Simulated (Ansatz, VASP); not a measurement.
## Two plane-wave programs on Cs

```
CELL_PARAMETERS angstrom
4.34225 0.00000 0.00000
-2.17113 3.76050 0.00000
0.00000 0.00000 7.03445
ATOMIC_POSITIONS crystal
Cs 0.33333 0.66667 0.25000
Cs 0.66667 0.33333 0.75000
```

Alike in both runs: functional PBEsol; k mesh 8 × 8 × 5; occupations fermi-dirac, width 0.08 eV; no spin polarisation.

Ansatz relaxed the structure, and its values are those at the end. VASP's run is a single point on that final structure, the one shown.

|  | VASP | Ansatz |
| --- | --- | --- |
| version | VASP 6.6.1 | Ansatz 0.2.0 |
| potentials or method | VASP PAW PBE potentials, release 64 (Cs_sv) | PAW with Ansatz's default frozen-core files, scalar-relativistic |
| plane-wave cutoff (eV) | 520 | 420 |
| valence electrons in the cell | 18 | 18 |

```tsv
	VASP	Ansatz	Ansatz less VASP
pressure (GPa)	2.9	2.9	0.00
```

With one functional, cell and mesh, what is left measures potentials, basis and numerics.

Caveats: the PAW data sets were made with another functional, which shifts forces and pressure a little (VASP). The runs have no spin-orbit coupling, so splittings on Cs are missing.
